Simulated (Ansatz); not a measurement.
# C4H10O: the cost of one run

Program: Ansatz 0.2.0. Level of theory: the levels named in each step. These are calculated values, not measurements.

## 1. The starting structure

Bond lengths: C1–C2 1.523 Å, C2–C3 1.527 Å, C3–C4 1.529 Å, C4–O5 1.408 Å, C1–H6 1.087 Å, C1–H7 1.088 Å, C1–H8 1.088 Å, C2–H9 1.092 Å, C2–H10 1.092 Å, C3–H11 1.092 Å, C3–H12 1.095 Å, C4–H13 1.101 Å, C4–H14 1.093 Å, O5–H15 0.964 Å. Angles (14 of 25 angles, heavy atoms first): C1–C2–C3 111.8°, C2–C3–C4 112.0°, C3–C4–O5 113.2°, C1–C2–H9 109.9°, C1–C2–H10 109.5°, C3–C2–H9 109.1°, C3–C2–H10 109.0°, C2–C1–H6 110.6°, C2–C1–H7 110.8°, C2–C1–H8 110.5°, C2–C3–H11 109.8°, C2–C3–H12 109.5°, C4–C3–H11 108.5°, C4–C3–H12 109.2°.

Coordinates:

```xyz
15

C    -2.3738    0.5865   -0.0535
C    -1.0845   -0.1963    0.1605
C     0.0692    0.3773   -0.6594
C     1.3657   -0.4067   -0.4518
O     1.8226   -0.3818    0.8794
H    -3.1818    0.1600    0.5362
H    -2.2471    1.6268    0.2400
H    -2.6642    0.5621   -1.1021
H    -0.8127   -0.1817    1.2178
H    -1.2398   -1.2392   -0.1241
H    -0.1834    0.3532   -1.7213
H     0.2317    1.4228   -0.3788
H     2.1424   -0.0181   -1.1285
H     1.2065   -1.4627   -0.6820
H     1.9292    0.5372    1.1500
```

## 2. A rough first relaxation, PBE-D4/def2-SVP

This run stands in another session on the same molecule. It ended at:

```xyz
15

C    -2.3913    0.5967   -0.0351
C    -1.0953   -0.1957    0.1434
C     0.0781    0.3481   -0.6779
C     1.3933   -0.3988   -0.4385
O     1.8064   -0.3914    0.9184
H    -3.2168    0.1765    0.5750
H    -2.2617    1.6582    0.2659
H    -2.7257    0.5957   -1.0945
H    -0.7930   -0.2108    1.2125
H    -1.2628   -1.2615   -0.1318
H    -0.1613    0.3154   -1.7652
H     0.2293    1.4289   -0.4409
H     2.1846    0.0075   -1.1178
H     1.2676   -1.4707   -0.7075
H     1.9285    0.5413    1.1764
```

## 3. Relaxation, r2SCAN-D4/def2-TZVPP

The input, input.yaml:

```yaml
crystal:
  periodic: [false, false, false]
  atoms:
    - { symbol: C, position_ang: [-2.39127421, 0.59672027, -0.03513581] }
    - { symbol: C, position_ang: [-1.09532031, -0.19567506, 0.14342283] }
    - { symbol: C, position_ang: [0.07806676, 0.34806627, -0.67790751] }
    - { symbol: C, position_ang: [1.39334727, -0.39884501, -0.4385178] }
    - { symbol: O, position_ang: [1.80638238, -0.39143231, 0.918411] }
    - { symbol: H, position_ang: [-3.2167975, 0.17652965, 0.57502851] }
    - { symbol: H, position_ang: [-2.26170051, 1.65818775, 0.26589153] }
    - { symbol: H, position_ang: [-2.7257269, 0.59568777, -1.09451248] }
    - { symbol: H, position_ang: [-0.79296624, -0.21075624, 1.21249643] }
    - { symbol: H, position_ang: [-1.26284145, -1.26148348, -0.13181991] }
    - { symbol: H, position_ang: [-0.16125311, 0.31537959, -1.76520037] }
    - { symbol: H, position_ang: [0.22925941, 1.42890031, -0.44090415] }
    - { symbol: H, position_ang: [2.18461566, 0.00746934, -1.11780975] }
    - { symbol: H, position_ang: [1.26756339, -1.47065708, -0.70749069] }
    - { symbol: H, position_ang: [1.92851536, 0.54133822, 1.17641817] }
basis:
  gaussian: { orbitals: def2-TZVPP }
hamiltonian:
  xc: r2scan
  dispersion: d4
relax:
  f_tol: 0.004
  max_steps: 150
```

Launch:

```console
ansatz run input.yaml --threads 4 --pin off --max-ram 10240MiB --backend cpu --events-out ev --progress --plain --runs-dir out
```

Q: Estimate wall time and peak memory on 4 threads of Arm Neoverse V2, shared host.

About 45 s, with a peak of 0.42 GiB.
